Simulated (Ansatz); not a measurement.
# MoS2 in Ansatz: relaxation of cell and atoms with PBEsol

Aim: the relaxation of cell and atoms of MoS2 with PBEsol.

Everything below comes from runs of Ansatz 0.2.0. Logs are shortened: lines on timing, memory, paths and dates and some standing lists are left out, and cuts for length are marked.

## 1. The slab as given

The cell holds a slab with vacuum, 3 atoms: a = 3.184 Å, b = 3.184 Å, c = 17.335 Å, α = 90.00°, β = 90.00°, γ = 120.00°.

## 2. Relaxation of cell and atoms, PBEsol

input.yaml

```yaml
crystal:
  lattice:
    - [3.1841260822, 0.0, 0.0]
    - [-1.5920630411, 2.757534076, 0.0]
    - [0.0, 0.0, 17.33459995]
  atoms:
    - { symbol: Mo, position: [0.0, 0.0, 0.0] }
    - { symbol: S, position: [0.3333333333, 0.6666666667, 0.91050702] }
    - { symbol: S, position: [0.3333333333, 0.6666666667, 0.08949298] }
kpoints:
  mp_grid: { grid: [10, 10, 2] }
scf:
  occupations: { method: fermi_dirac, width: 0.05 }
hamiltonian:
  xc: pbesol
  pseudopotentials: { kind: all_electron, lapw: { basis_error: 0.002 } }
output:
  forces: true
  stress: true
relax:
  f_tol: 0.01
  max_steps: 60
  cell: {}
```

Potentials or basis: all-electron LAPW, scalar-relativistic.

Started as:

```bash
ansatz run input.yaml --threads 2 --pin off --max-ram 8192MiB --backend cpu --events-out ev --progress --plain --runs-dir out
```

The log of the run:

```text
Warning: RAYON_NUM_THREADS=2 ignored (pool sized by the plan → 2); use --threads N
The last accepted step is kept in <dir> (removed where the run ends without a failure and the disk answers)
LAPW: plane waves up to 8.231 Å⁻¹, error target 2.0e-3 eV per atom; small_component_spin mean_spin; S in spheres of 1.033 Å, 14 of its electrons in bands, Dirac shells []; Mo in spheres of 1.300 Å, 30 of its electrons in bands, Dirac shells [] (how accurate: hamiltonian.pseudopotentials.lapw.basis_error, Limitations)
Engine: ansatz 0.2.0, aarch64-unknown-linux-gnu
Pseudopotentials: kind: all_electron
Pseudopotential: Mo, LAPW, valence charge 30, lapw/all_electron/scalar/gaussian/Mo, Koelling and Harmon's equation, gaussian nucleus
Pseudopotential: S, LAPW, valence charge 14, lapw/all_electron/scalar/gaussian/S, Koelling and Harmon's equation, gaussian nucleus
Functional definition: PBEsol
  exchange = pbesol_x
  correlation = pbesol_c
Crystal: 3 atoms, lattice volume = 152.204 Å³
Basis set: ecut = 258.1400598908946 eV, 1395 PW (Γ), exchange–correlation at level 2
Bands: 35, of which v1, the nominal top of the filled ones, is band 29 counted from 1 (28 counted from 0)
Symmetry: 12 space group operations
Space group: P-6m2 (ITA 187), of the structure as read, at distance tolerance 5.3e-5 Å
k-points: 28 of 200 (time reversal used)
Non-local potential: Mo, projectors of the file, none
Non-local potential: S, projectors of the file, none
Initial density: superposition of atomic densities (neutral atoms: chi_scale 0, normalization atom)
Initial wavefunctions: plane waves of lowest kinetic energy (no species holds an atomic orbital)
Functional: x = pbesol(κ = 0.804, μ = 0.12345679012345678), c = pbesol(β = 0.046)
iter 1 solved again at ethr=5.71e-3 eV; its pass at ethr=1.00e-1 eV (dr2=3.31e0 eV) is discarded
SCF iter   1: F=—  HF=-131814.658666 eV  |F-HF|=—  |Δ(HF+E_count)|=         —  Δρ=3.95e-2  dr2=3.31e0  ethr=5.71e-3  ⟨swp⟩=2.2  Hψ=6286  notcnv=0
preconditioner: auto → Resta (q_TF=auto, 2.323 Å⁻¹)  ε∞=2.6  [insulator: Δε(μ)=1.886 eV  Ē_g=10.156 eV  σ=0.050 eV  W_gap=1.00  n_scr=30 (ndim 8)  ℏωp=12.8 eV  f_vac=0.642  D(μ)=0.00/eV (n_scr^D=0)  ε∞_Penn≈2.6  vacuum switching on, ρ_ref=7.5e-3 e/Å³]
SCF iter   2: F=—  HF=-131814.340450 eV  |F-HF|=—  |Δ(HF+E_count)|=   3.18e-1  Δρ=3.24e-2  dr2=5.92e0  ethr=5.71e-3  ⟨swp⟩=3.1  Hψ=3064  notcnv=0
iter 3 solved again at ethr=3.55e-4 eV; its pass at ethr=5.71e-3 eV (dr2=2.06e-1 eV) is discarded
SCF iter   3: F=—  HF=-131813.291304 eV  |F-HF|=—  |Δ(HF+E_count)|=    1.05e0  Δρ=1.14e-2  dr2=2.05e-1  ethr=3.55e-4  ⟨swp⟩=2.1  Hψ=4851  notcnv=0
SCF iter   4: F=—  HF=-131813.217179 eV  |F-HF|=—  |Δ(HF+E_count)|=         —  Δρ=2.36e-3  dr2=1.92e-2  ethr=3.54e-4  ⟨swp⟩=3.0  Hψ=3167  notcnv=0
the basis was enlarged: its passes take 34.7 KiB over the memory plan, 2 of 2 planned eigensolver slots
SCF iter   5: F=—  HF=-131813.214418 eV  |F-HF|=—  |Δ(HF+E_count)|=   2.76e-3  Δρ=8.74e-4  dr2=1.91e-3  ethr=3.31e-5  ⟨swp⟩=3.0  Hψ=3002  notcnv=0
SCF iter   6: F=—  HF=-131813.214436 eV  |F-HF|=—  |Δ(HF+E_count)|=   1.81e-5  Δρ=2.89e-4  dr2=2.27e-4  ethr=3.30e-6  ⟨swp⟩=2.1  Hψ=2754  notcnv=0
SCF iter   7: F=—  HF=-131813.214454 eV  |F-HF|=—  |Δ(HF+E_count)|=   1.82e-5  Δρ=3.79e-5  dr2=6.45e-6  ethr=3.92e-7  ⟨swp⟩=3.0  Hψ=2948  notcnv=0
SCF iter   8: F=—  HF=-131813.214457 eV  |F-HF|=—  |Δ(HF+E_count)|=   2.48e-6  Δρ=1.62e-5  dr2=1.03e-6  ethr=1.11e-8  ⟨swp⟩=3.0  Hψ=2964  notcnv=0
SCF iter   9: F=-131813.214457 eV  HF=-131813.214457 eV  |F-HF|=1.06e-8  |Δ(HF+E_count)|=   3.71e-8  Δρ=1.80e-6  dr2=1.00e-8  ethr=1.78e-9  ⟨swp⟩=3.0  Hψ=2936  notcnv=0
SCF 1 converged in 9 iterations: F = -131813.214457 eV  dr2 = 1.00e-8
relax step   1: F+E_penalty+E_count = -131813.21445668 eV  Δ(F+E_penalty+E_count) = +0.000e0 eV  max|allowed force component| = 1.478e-1 eV/Å  Δτ_max = 0.0000 Å  P = -1.146 GPa  Ω = 152.204 Å³  (9 SCF iters, accepted)
Crystal: 3 atoms, lattice volume = 145.677 Å³
Basis set: ecut = 265.7942067251822 eV, 1395 PW (Γ), exchange–correlation at level 2
Initial density: handed on by an earlier stage of this run
Initial wavefunctions: those handed on with the density
iter 1 solved again at ethr=3.23e-5 eV; its pass at ethr=1.00e-1 eV (dr2=1.87e-2 eV) is discarded
SCF iter   1: F=—  HF=-131813.228545 eV  |F-HF|=—  |Δ(HF+E_count)|=         —  Δρ=1.99e-3  dr2=1.82e-2  ethr=3.23e-5  ⟨swp⟩=4.1  Hψ=5492  notcnv=0
preconditioner: auto → Resta (q_TF=auto, 2.340 Å⁻¹)  ε∞=2.9  [insulator: Δε(μ)=2.105 eV  Ē_g=9.591 eV  σ=0.050 eV  W_gap=1.00  n_scr=18 (ndim 8)  ℏωp=13.1 eV  f_vac=0.647  D(μ)=0.00/eV (n_scr^D=0)  ε∞_Penn≈2.9  vacuum switching on, ρ_ref=6.7e-3 e/Å³]
SCF iter   2: F=—  HF=-131813.228979 eV  |F-HF|=—  |Δ(HF+E_count)|=   4.34e-4  Δρ=2.39e-3  dr2=2.18e-2  ethr=3.14e-5  ⟨swp⟩=3.0  Hψ=2972  notcnv=0
iter 3 solved again at ethr=1.70e-6 eV; its pass at ethr=3.14e-5 eV (dr2=9.84e-4 eV) is discarded
SCF iter   3: F=—  HF=-131813.224804 eV  |F-HF|=—  |Δ(HF+E_count)|=   4.18e-3  Δρ=8.01e-4  dr2=9.77e-4  ethr=1.70e-6  ⟨swp⟩=2.0  Hψ=4760  notcnv=0
SCF iter   4: F=—  HF=-131813.224595 eV  |F-HF|=—  |Δ(HF+E_count)|=   2.09e-4  Δρ=7.52e-5  dr2=1.07e-5  ethr=1.68e-6  ⟨swp⟩=2.7  Hψ=2767  notcnv=0
SCF iter   5: F=—  HF=-131813.224596 eV  |F-HF|=—  |Δ(HF+E_count)|=   1.54e-6  Δρ=1.79e-5  dr2=9.59e-7  ethr=1.84e-8  ⟨swp⟩=3.0  Hψ=2950  notcnv=0
SCF iter   6: F=—  HF=-131813.224597 eV  |F-HF|=—  |Δ(HF+E_count)|=   1.80e-7  Δρ=5.98e-6  dr2=1.00e-7  ethr=1.65e-9  ⟨swp⟩=3.0  Hψ=2940  notcnv=0
SCF iter   7: F=-131813.224597 eV  HF=-131813.224597 eV  |F-HF|=1.55e-8  |Δ(HF+E_count)|=   2.76e-8  Δρ=1.35e-6  dr2=5.34e-9  ethr=1.73e-10  ⟨swp⟩=3.0  Hψ=2940  notcnv=0
SCF 2 converged in 7 iterations: F = -131813.224597 eV  dr2 = 5.34e-9
relax step   2: F+E_penalty+E_count = -131813.22459669 eV  Δ(F+E_penalty+E_count) = -1.014e-2 eV  max|allowed force component| = 1.755e-1 eV/Å  Δτ_max = 0.0247 Å  P = +0.234 GPa  Ω = 145.677 Å³  (7 SCF iters, accepted)
Crystal: 3 atoms, lattice volume = 148.216 Å³
Basis set: ecut = 262.7495629815093 eV, 1395 PW (Γ), exchange–correlation at level 2
iter 1 solved again at ethr=2.62e-6 eV; its pass at ethr=1.00e-1 eV (dr2=1.52e-3 eV) is discarded
SCF iter   1: F=—  HF=-131813.233284 eV  |F-HF|=—  |Δ(HF+E_count)|=         —  Δρ=8.87e-4  dr2=1.57e-3  ethr=2.62e-6  ⟨swp⟩=4.5  Hψ=5833  notcnv=0
preconditioner: auto → Resta (q_TF=auto, 2.333 Å⁻¹)  ε∞=2.8  [insulator: Δε(μ)=2.019 eV  Ē_g=9.583 eV  σ=0.050 eV  W_gap=1.00  n_scr=18 (ndim 8)  ℏωp=12.9 eV  f_vac=0.650  D(μ)=0.00/eV (n_scr^D=0)  ε∞_Penn≈2.8  vacuum switching on, ρ_ref=6.7e-3 e/Å³]
SCF iter   2: F=—  HF=-131813.233105 eV  |F-HF|=—  |Δ(HF+E_count)|=   1.80e-4  Δρ=7.16e-4  dr2=1.59e-3  ethr=2.62e-6  ⟨swp⟩=2.8  Hψ=2774  notcnv=0
SCF iter   3: F=—  HF=-131813.232832 eV  |F-HF|=—  |Δ(HF+E_count)|=   2.72e-4  Δρ=3.38e-4  dr2=1.97e-4  ethr=2.62e-6  ⟨swp⟩=2.2  Hψ=2750  notcnv=0
iter 4 solved again at ethr=2.26e-8 eV; its pass at ethr=3.39e-7 eV (dr2=1.31e-5 eV) is discarded
SCF iter   4: F=—  HF=-131813.232785 eV  |F-HF|=—  |Δ(HF+E_count)|=   4.76e-5  Δρ=8.70e-5  dr2=1.31e-5  ethr=2.26e-8  ⟨swp⟩=2.0  Hψ=4753  notcnv=0
SCF iter   5: F=—  HF=-131813.232783 eV  |F-HF|=—  |Δ(HF+E_count)|=   1.50e-6  Δρ=1.10e-5  dr2=2.76e-7  ethr=2.26e-8  ⟨swp⟩=3.0  Hψ=2901  notcnv=0
SCF iter   6: F=-131813.232783 eV  HF=-131813.232783 eV  |F-HF|=1.72e-9  |Δ(HF+E_count)|=   1.77e-7  Δρ=2.41e-6  dr2=1.62e-8  ethr=4.76e-10  ⟨swp⟩=3.0  Hψ=2969  notcnv=0
SCF 3 converged in 6 iterations: F = -131813.232783 eV  dr2 = 1.62e-8
relax step   3: F+E_penalty+E_count = -131813.23278325 eV  Δ(F+E_penalty+E_count) = -8.187e-3 eV  max|allowed force component| = 1.130e-3 eV/Å  Δτ_max = 0.0184 Å  P = -0.023 GPa  Ω = 148.216 Å³  (6 SCF iters, accepted)
iter 1 solved again at ethr=3.26e-11 eV; its pass at ethr=1.00e-1 eV (dr2=1.89e-8 eV) is discarded
SCF iter   1: F=—  HF=-131813.232763 eV  |F-HF|=—  |Δ(HF+E_count)|=         —  Δρ=1.02e-5  dr2=2.56e-8  ethr=3.26e-11  ⟨swp⟩=11.9  Hψ=8145  notcnv=0  reapply=26
preconditioner: auto → Resta (q_TF=auto, 2.333 Å⁻¹)  ε∞=2.8  [insulator: Δε(μ)=2.011 eV  Ē_g=9.576 eV  σ=0.050 eV  W_gap=1.00  n_scr=18 (ndim 8)  ℏωp=12.9 eV  f_vac=0.650  D(μ)=0.00/eV (n_scr^D=0)  ε∞_Penn≈2.8  vacuum switching on, ρ_ref=6.7e-3 e/Å³]
iter 2 met the thresholds in force, and the SCF goes on: an eigenvalue changes by 14.60 meV, over its tolerance of 10.00 meV (output.eigenvalues, Limitations)
SCF iter   2: F=-131813.232804 eV  HF=-131813.232791 eV  |F-HF|=1.29e-5  |Δ(HF+E_count)|=   2.78e-5  Δρ=5.09e-6  dr2=9.09e-9  ethr=3.26e-11  ⟨swp⟩=3.5  Hψ=3019  notcnv=0
SCF iter   3: F=-131813.232804 eV  HF=-131813.232801 eV  |F-HF|=3.21e-6  |Δ(HF+E_count)|=   9.74e-6  Δρ=2.23e-6  dr2=8.46e-9  ethr=1.57e-11  ⟨swp⟩=3.5  Hψ=3007  notcnv=0
SCF 4 converged in 3 iterations: F = -131813.232804 eV  dr2 = 8.46e-9
relax step   4: F+E_penalty+E_count = -131813.23280403 eV  Δ(F+E_penalty+E_count) = -2.078e-5 eV  max|allowed force component| = 1.272e-3 eV/Å  Δτ_max = 0.0000 Å  P = -0.023 GPa  Ω = 148.216 Å³  stress off target by 3.34e-2 GPa  SCF on the basis re-selected at this cell (its energy is not comparable with the rows above)  (3 SCF iters)
basis re-selected at this cell: Δ(F+E_penalty+E_count) = -2.078e-5 eV, ΔP = -0.000 GPa vs the last step (what re-selecting the basis moved, after the strain that the cell walked since its last selection, with what the two solves' SCF thresholds leave and, on support functions, any second-order correction that the steps lacked; it is no measure of the basis error at this ecutwfc). This SCF's stress stands 3.34e-2 GPa from its target on what of the cell is left free (relax.cell.stress_tol is 5.00e-2 GPa) and its largest allowed force component is 1.27e-3 eV/Å (relax.f_tol is 1.00e-2 eV/Å): within both
SCF converged after 3 iterations
an eigenvalue changed by more than its tolerance at an iteration that met the thresholds in force, so the SCF went on 1 time: the last check found none over its tolerance
Free energy (F): -131813.232804 eV
Harris-Foulkes:  -131813.232801 eV  (|F-HF|=3.21e-6)
Internal energy: -131813.232804 eV  (E = F + TS)
E sigma→0 (E₀):  -131813.232804 eV
Fermi energy:    1.251013 eV
--- Per-component energies (eV) ---
  E_band       = -7446.530747
  E_kinetic    = 135891.550328
  E_xc         = -4673.196790
  E_electrostatic = -263031.586342  (all electrons and nuclei)
  E_smearing   = -0.000000  (= −TS)
  E_closure    = 0.000000  (closes the sum)
  E_atoms      = -131789.879735  (free atoms, spherical and without spin; not in F)
  Σ components = -131813.232804   (vs F -131813.232804, Δ=0.00e0)
  Basis errors (estimates in eV, not in F): energy 9.5e-4 per atom: plane waves 8.8e-4 (5.3e-4 summed), levels above the bands 2.7e-43, relativity 2.3e-8, radial functions 7.3e-5, core shells 8.5e-7; eigenvalues (radial functions only) 1.5e-6; not estimated: angular momenta, meshes, grids; target (lapw.basis_error) 2.0e-3; muffin-tin radii S 1.024 Å, Mo 1.289 Å
--- Forces (eV/Å), atoms counted from 1 ---
  atom   1  Mo    -0.00000000    -0.00000000     0.00000000
  atom   2  S      0.00000000     0.00000000     0.00127246
  atom   3  S      0.00000000     0.00000000    -0.00127246
  max |Σ_I F_I| component: 5.55e-17 eV/Å
--- Stress (GPa, compression-positive) ---
       -0.033386       0.000000      -0.000000
        0.000000      -0.033386      -0.000000
       -0.000000      -0.000000      -0.002263
  P = ⅓ Tr σ = -0.0230 GPa (-0.230 kbar)
--- Relaxed structure (3 steps of the walk, 3 accepted, 1 SCFs on fresh bases) ---
  F+E_penalty+E_count = -131813.23280403 eV   max|allowed force component| = 1.272e-3 eV/Å   (the final SCF, on the basis selected at the relaxed cell)
  cell:  # Å, volume = 148.2160 Å³
    - [3.1418263282361885, 0.0, 0.0]
    - [-1.5709131641180942, 2.720901414531325, 0.0]
    - [0.0, 0.0, 17.33804367233832]
  atoms:
    - { symbol: Mo, position: [-3.0814879110195774e-33, -2.8783559898885975e-17, 0.0] }
    - { symbol: S, position: [0.33333333333333337, 0.6666666666666667, 0.9101388284236381] }
    - { symbol: S, position: [0.33333333333333337, 0.6666666666666667, 0.08986117157636174] }
```

Run time: 73 s. Hardware: 2 threads of Arm Neoverse V2, shared host; peak memory 0.43 GiB.

Results:

```yaml
Free_energy: -131813.2328 eV
Relaxed_volume: 49.41 Å³/atom
Relaxed_cell: a = 3.142 Å, b = 3.142 Å, c = 17.338 Å, α = 90.00°, β = 90.00°, γ = 120.00°
Space_group_after_relaxing_to_0.05_Å: P-6m2 (No. 187)
Energy_gained_by_relaxing: 6.1 meV/atom
Ionic_steps: 4
Band_gap_on_the_k_mesh: 2.01 eV
```

Step by step:
| step | energy change (eV) | largest force (eV/Å) | volume (Å³) |
| --- | --- | --- | --- |
| 1 | 0.0000 | 0.1478 | 152.20 |
| 2 | -0.0101 | 0.1755 | 145.68 |
| 3 | -0.0183 | 0.0011 | 148.22 |
| 4 | -0.0183 | 0.0013 | 148.22 |

Final structure:
```
Mo S
1.0
     3.14183    0.00000    0.00000
    -1.57091    2.72090    0.00000
     0.00000    0.00000   17.33804
Mo S
1 2
Direct
  0.00000 0.00000 0.00000
  0.33333 0.66667 0.91014
  0.33333 0.66667 0.08986
```
